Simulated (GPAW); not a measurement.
Input of a GPAW 26.7.0 run:

run.py

```python
import numpy as np
from ase import Atoms
from ase.dft.bandgap import bandgap
from ase.io import write
from gpaw import GPAW, PW
from gpaw.response.df import DielectricFunction

atoms = Atoms(['Bi', 'Bi', 'Se', 'Se', 'Se'],
              cell=[[2.0715, 1.1959810826, 9.5453333333],
                    [-2.0715, 1.1959810826, 9.5453333333],
                    [0.0, -2.3919621653, 9.5453333333]],
              scaled_positions=[[0.5992, 0.5992, 0.5992],
                                [0.4008, 0.4008, 0.4008],
                                [0.7883, 0.7883, 0.7883],
                                [0.2117, 0.2117, 0.2117],
                                [0.0, 0.0, 0.0]],
              pbc=True)

calc = GPAW(mode=PW(450),
            xc='PBE',
            kpts={'size': (6, 6, 6), 'gamma': True},
            occupations={'name': 'fermi-dirac', 'width': 0.001},
            nbands=39,
            convergence={'density': 1e-06},
            maxiter=150,
            txt='gpaw.txt')
atoms.calc = calc
energy = atoms.get_potential_energy()
calc.write('gs.gpw')
write('result.traj', atoms)
print(f'Energy: {energy:.6f} eV')
print('Fermi level:', round(calc.get_fermi_level(), 4), 'eV')
print(f'Gap: {bandgap(calc)[0]:.4f} eV, direct: {bandgap(calc, direct=True)[0]:.4f} eV')

for size in [(7, 7, 7), (10, 10, 10)]:
    name = 'x'.join(str(n) for n in size)
    dense = calc.fixed_density(kpts={'size': size, 'gamma': True},
                               nbands=70, convergence={'bands': 64, 'eigenstates': 1e-7},
                               update_fermi_level=True, txt=f'dense-{name}.txt')
    dense.write(f'{name}.gpw', mode='all')
    df = DielectricFunction(f'{name}.gpw', frequencies=np.array([0.0]), hilbert=False, eta=0.001,
                            ecut=80, nbands=64, intraband=False, txt=f'df-{name}.txt')
    for xc in ['RPA', 'Bootstrap', 'ALDA_X']:
        for direction in ['x', 'y', 'z', [0, 1, 1], [1, 0, 1], [1, 1, 0]]:
            e0, e = df.get_macroscopic_dielectric_constant(xc=xc, direction=direction)
            print(f'{name} {xc} {direction}: {e0:.4f} without, {e:.4f} with local fields')
```

Potentials or basis: GPAW PAW data sets (gpaw-data 1.2.1), pw.

The run is started by

```sh
$ OMP_NUM_THREADS=1 python run.py
```

Task: Predict the electronic dielectric tensor (diagonal).

Result: 21.19, 21.19, 19.37.

Task: Predict the band gap on the k mesh.

Result: 0.20 eV, direct.

Electronic dielectric tensor:
```
21.19  0.00  0.00
 0.00 21.19  0.00
 0.00  0.00 19.37
```

Caveat: the dielectric constant isn't converged in the k mesh; the gap is small at this level, which inflates the dielectric constant; the long-wavelength limit can be off by a per cent or two; spin-orbit coupling is left out, which as a rule narrows the gap of such compounds by several tenths of an eV; the program warned that so skewed a cell can give wrong results. A k mesh can miss the band edges.
